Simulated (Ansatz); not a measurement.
**Zone-centre phonons of HfO₂ at 16 GPa: input and output**

All numbers below come from DFT PBE, scalar-relativistic, plane waves, PAW (Ansatz 0.2.0).

Launched with:
```bash
ansatz run input.yaml --threads 1 --pin off --max-ram 3072MiB --backend cpu --events-out ev --progress --plain --runs-dir out
```

Input (bare energies are in eV):
```yaml
crystal:
  lattice:
    - [0.0, 2.5002956621, 2.5002956621]
    - [2.5002956621, 0.0, 2.5002956621]
    - [2.5002956621, 2.5002956621, 0.0]
  atoms:
    - { symbol: Hf, position: [0.0, 0.0, 0.0] }
    - { symbol: O, position: [0.25, 0.25, 0.25] }
    - { symbol: O, position: [0.75, 0.75, 0.75] }
basis:
  ecutwfc: 420
kpoints:
  mp_grid: { grid: [8, 8, 8] }
hamiltonian:
  xc: pbe
scf:
  occupations: { method: fixed }
output:
  eigenvalues: true
phonons:
  method: dfpt
  dielectric: true
  rigid_motions: translations
  eigenvectors: true
```

Results section of the output:
```
--- Phonons (Γ-DFPT): 2 representative perturbations + reference, on 95 of 512 k-points (Σ response iterations 8) ---
  k mesh reduced under 4 symmetry operations, with k and −k counted as one. Each operation leaves every solved perturbation unchanged. A smaller set is not considered because the run solves the response ...
  ASR residual: 8.796e-5 → 0.000e0 eV/Å²; symmetrization residual: 6.450e-7 eV/Å²
  ASR residual per site (eV/Å²): 7.27e-5 8.80e-5 8.80e-5
  Γ frequencies (cm⁻¹): 0.00 0.00 0.00 273.65 273.65 273.65 613.14 613.14 613.14
  ε∞ (high-frequency dielectric tensor):
        5.274047    -0.000000    -0.000000
        0.000000     5.274047     0.000000
        0.000000    -0.000000     5.274047
  ε⁰ (static dielectric tensor: ions relaxed, cell fixed):
       29.266743     0.000000     0.000000
        0.000000    29.266743     0.000000
        0.000000     0.000000    29.266743
  ε⁰ − ε∞ (ionic part):
       23.992696     0.000000     0.000000
        0.000000    23.992696     0.000000
        0.000000     0.000000    23.992696
  softest optical mode at Γ: 273.65 cm⁻¹; the repairs (sum rule, projections) moved no ω² at Γ by more than (1.26 cm⁻¹)²
  Born effective charges Z* (e; rows j = field, columns β = displacement):
    site 0:
         5.56519   -0.00000    0.00000
         0.00000    5.56519    0.00000
         0.00000   -0.00000    5.56519
    site 1:
        -2.78259    0.00000   -0.00000
         0.00000   -2.78259   -0.00000
         0.00000    0.00000   -2.78259
    site 2:
        -2.78259    0.00000   -0.00000
         0.00000   -2.78259   -0.00000
         0.00000    0.00000   -2.78259
  Z* charge neutrality: 1.852e-5 e pre-enforcement
  k-mesh period / interband length: 28.3 Å / 1.32 Å = 21.45 at k = (0.0000, 0.0000, 0.0000), direct gap 4.608 eV — 14 or more, which is no proof of convergence
  optical modes at Γ without the LO–TO term, one row a degenerate level:
      ω (cm⁻¹) modes IR ((D/Å)²/amu)
        273.65      3            79.0015
        613.14      3             0.0000
  optical modes at Γ + LO–TO along q̂ = [1.0000, 0.0000, 0.0000]:
      ω (cm⁻¹) modes IR ((D/Å)²/amu)
        273.65      2            52.6677
        613.14      3             0.0000
        644.63      1            26.3338
  optical modes at Γ + LO–TO along q̂ = [0.0000, 1.0000, 0.0000]:
      ω (cm⁻¹) modes IR ((D/Å)²/amu)
        273.65      2            52.6677
        613.14      3             0.0000
        644.63      1            26.3338
  optical modes at Γ + LO–TO along q̂ = [0.0000, 0.0000, 1.0000]:
      ω (cm⁻¹) modes IR ((D/Å)²/amu)
        273.65      2            52.6677
        613.14      3             0.0000
        644.63      1            26.3338
```

Time: 48 s on 1 thread of Intel(R) Xeon(R) Processor @ 2.70GHz (shared host), peak memory 0.61 GiB.

Spin–orbit coupling is left out, which matters for heavy elements. Other phases may be more stable at this pressure.

This fluorite-type form isn't the usual stable structure of the compound at low pressure.